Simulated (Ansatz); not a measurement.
# KCl: band gap under strain

Aim: follow the gap of rocksalt KCl through these states: no strain; +0.5 % equal strain in all directions; +2.0 % biaxial strain in the (111) plane, free along [111]. The table at the end shows which levels were run.

Code: Ansatz 0.2.0. PAW datasets, plane waves. Spin-unpolarised throughout; all numbers are computed.

## (1) The structure to begin with

The unstrained cell was relaxed with r2SCAN; in each strained cell the atoms were relaxed again with r2SCAN. Names of k-points are those of the unstrained zone, where strain can split equivalent points. First state: no strain.

It is cubic, Fm-3m (No. 225); a = 6.290 Å in the conventional setting, 31.10 Å³ an atom. Near K stand 6 Cl at 3.14 Å; near Cl stand 6 K at 3.14 Å.

As a file:

```cif
data_structure
_symmetry_space_group_name_H-M 'Fm-3m'
_symmetry_Int_Tables_number 225
_cell_length_a 6.2897
_cell_length_b 6.2897
_cell_length_c 6.2897
_cell_angle_alpha 90.000
_cell_angle_beta 90.000
_cell_angle_gamma 90.000
_cell_volume 248.82
loop_
_atom_site_label
_atom_site_type_symbol
_atom_site_symmetry_multiplicity
_atom_site_Wyckoff_symbol
_atom_site_fract_x
_atom_site_fract_y
_atom_site_fract_z
_atom_site_occupancy
K1 K 4 a 0.00000 0.00000 0.00000 1
Cl1 Cl 4 b 0.50000 0.00000 0.00000 1
```

## (2) No strain: PBE

input.yaml

```yaml
crystal:
  lattice:
    - [0.0, 3.1448483221, 3.1448483221]
    - [3.1448483221, 0.0, 3.1448483221]
    - [3.1448483221, 3.1448483221, 0.0]
  atoms:
    - { symbol: K, position: [0.0, 0.0, 0.0] }
    - { symbol: Cl, position: [0.5, 0.5, 0.5] }
kpoints:
  mp_grid: { grid: [8, 8, 8] }
  band_path:
    path:
      - [0.0, 0.0, 0.0]
      - [0.5, 0.0, 0.5]
      - [0.625, 0.25, 0.625]
      - [0.375, 0.375, 0.75]
      - [0.5, 0.5, 0.5]
      - [0.5, 0.25, 0.75]
    npoints: 1
hamiltonian:
  xc: pbe
scf:
  occupations: { method: fermi_dirac, width: 0.02 }
  n_extra_bands: 4
output:
  forces: true
  stress: true
  eigenvalues: true
```

Started as:

```console
ansatz run input.yaml --threads 4 --pin off --max-ram 4608MiB --backend cpu --events-out ev --progress --plain --runs-dir out
```

Further steps of the session: No strain: r2SCAN; No strain: HSE06; No strain: G0W0@PBE; +0.5 % equal strain in all directions: PBE; +0.5 % equal strain in all directions: r2SCAN; +0.5 % equal strain in all directions: HSE06; +0.5 % equal strain in all directions: G0W0@PBE; +2.0 % biaxial strain in the (111) plane, free along [111]: PBE; +2.0 % biaxial strain in the (111) plane, free along [111]: r2SCAN; +2.0 % biaxial strain in the (111) plane, free along [111]: HSE06; +2.0 % biaxial strain in the (111) plane, free along [111]: G0W0@PBE.

Before running it: what results should come out?

The runs gave:

Least gap in eV (negative: overlap), with the change from the unstrained cell in brackets. G0W0 is on its own coarse mesh.

| state | volume change (%) | PBE | r2SCAN | HSE06 | G0W0 |
| --- | --- | --- | --- | --- | --- |
| no strain | +0.0 | 5.19 | 5.83 | 6.51 | 7.95 |
| +0.5 % equal strain in all directions | +1.5 | 5.14 (-0.05) | 5.78 (-0.05) | 6.45 (-0.06) | 7.90 (-0.05) |
| +2.0 % biaxial strain in the (111) plane, free along [111] | +1.9 | 5.07 (-0.12) | 5.71 (-0.12) | 6.38 (-0.13) | 7.83 (-0.12) |

What this shows: The largest move of the HSE06 gap in the table is -0.126 eV, under +2.0 % biaxial strain in the (111) plane, free along [111]. PBE and HSE06 differ by 1.31 eV on the unstrained gap, and by at most 0.01 eV on its change: PBE follows the response to strain far better than the gap itself. G0W0 here is at a finite number of bands, screening cutoff and k mesh, not at the basis limit.
